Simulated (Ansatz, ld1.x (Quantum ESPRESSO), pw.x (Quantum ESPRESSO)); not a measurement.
iridium (diamond): variants of one TM potential in the solid

ld1.x (Quantum ESPRESSO) 7.5 input, shortened:

```
&input
   title='Ir', zed=77., rel=1, dft='PBE', iswitch=3,
   config='[Xe] 4f14 5d7 5f-2 6s2 6p0'
 /
 &inputp
   pseudotype=2, tm=.true., lloc=0,
   nlcc=.false.
 /
4
6P  2  1   0.00   0.00  2.35  2.35  0.0
5D  3  2   7.00   0.00  2.00  2.00  0.0
5F  4  3  -2.00   0.35  1.85  1.85  0.0
6S  1  0   2.00   0.00  2.20  2.20  0.0
 &test
   configts(1)='5d7 6s2 6p0'
 /
```

Crystal test: diamond Ir in pw.x 7.5, no spin, 8³ k-points, Fermi–Dirac smearing 0.01 Ry, cutoffs set for each file from its atomic test. The reference is all-electron LAPW (Ansatz 0.2.0) with the same functional, mesh and smearing; V0 and B0 come from Birch–Murnaghan fits to the pressures at five volumes. Errors are pseudo minus all-electron; Δ is the rms difference of the E(V) curves that follow from these fits, minima aligned, over ±6 % about the mean V0. Mesh and smearing are coarse, so the numbers serve the comparison and aren't converged zero-temperature values; the lattice is a test structure that the element need not adopt.

All-electron: a0 = 5.571 Å (V0 = 21.61 Å³/atom), B0 = 182.3 GPa.

2 further variants are left out: they gave no file fit for a test, a broken result, the same result as the base, or pressures whose basis-set error rivals the error shown.

| change | cutoffs (Ry) | pw.x | a0 (Å) | a0 error (%) | B0 error (%) | Δ (meV/atom) | mean pressure error (GPa) |
| --- | --- | --- | --- | --- | --- | --- | --- |
| base | 55/220 | converged | 5.587 | +0.29 | -3.0 | 7.3 | +1.56 |
| wave 5f channel at 0.35 Ry: rc 1.85 bohr becomes 5f channel at 0.1 Ry: rc 1.85 bohr | 55/220 | converged | 5.587 | +0.29 | -3.0 | 7.3 | +1.55 |
| all radii scaled by about 1.38 (s 3.04, p 3.26, d 2.76, f 2.56 bohr) | 45/180 | converged | 5.518 | -0.95 | -1.3 | 24.5 | -4.98 |

(1) Give the row for: wave 6p (bound): rc 2.35 bohr becomes 6p (bound): rc 2.96 bohr.

## Answers

(1) pw.x: converged; mean pressure error (GPa): +0.85; a0 (Å): 5.580; a0 error (%): +0.17; B0 error (%): -3.5; Δ (meV/atom): 4.1.
